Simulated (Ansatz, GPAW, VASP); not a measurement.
**WS2: 3 runs at one level of theory**

```
CELL_PARAMETERS angstrom
1.57900 0.91164 6.16333
-1.57900 0.91164 6.16333
0.00000 -1.82327 6.16333
ATOMIC_POSITIONS crystal
W 0.00000 0.00000 0.00000
S 0.58100 0.58100 0.58100
S 0.75030 0.75030 0.75030
```

Measurements of this composition are mostly on another form, of space group No. 194.

Alike in all runs: task single point; functional LDA; k mesh 10 × 10 × 10; occupations gaussian, width 0.1 eV; no spin polarisation; no spin-orbit coupling. LDA stands for any of its common fits. Pressure is positive in compression and, in plane waves, holds the error of the finite cutoff, which Ansatz's Pulay term estimates and takes out.

```csv
program and potentials,plane-wave cutoff (eV),notes,pressure (GPa),largest force (eV/Å)
"Ansatz, Ansatz PAW",420,"potentials made for PBE, which Ansatz adapts in part; 8.67 valence electrons an atom on average; Pulay term of +0.02 GPa included",-3.65,0.585
"VASP, LDA PAW files S, W, 500 eV",500,6 valence electrons an atom on average,-3.89,0.589
"GPAW, the program's PAW data sets (release 1.2.1) made for this functional",600,8.67 valence electrons an atom on average,-4.15,0.615
```

Force on atom 1 (W), eV/Å:

| program and potentials | x | y | z |
| --- | --- | --- | --- |
| Ansatz, Ansatz PAW | 0.000 | 0.000 | -0.585 |
| VASP, LDA PAW files S, W, 500 eV | 0.000 | 0.000 | -0.589 |
| GPAW, the program's PAW data sets (release 1.2.1) made for this functional | 0.000 | 0.000 | -0.580 |

The pressure spans -4.15 (GPAW, the program's PAW data sets (release 1.2.1) made for this functional) to -3.65 GPa (Ansatz, Ansatz PAW). The atoms of the given cell lie far from their minimum at this level.

The functional is the same throughout but for its coding, so the spread measures potentials, basis and numerics; runs on potential files found faulty are left out.
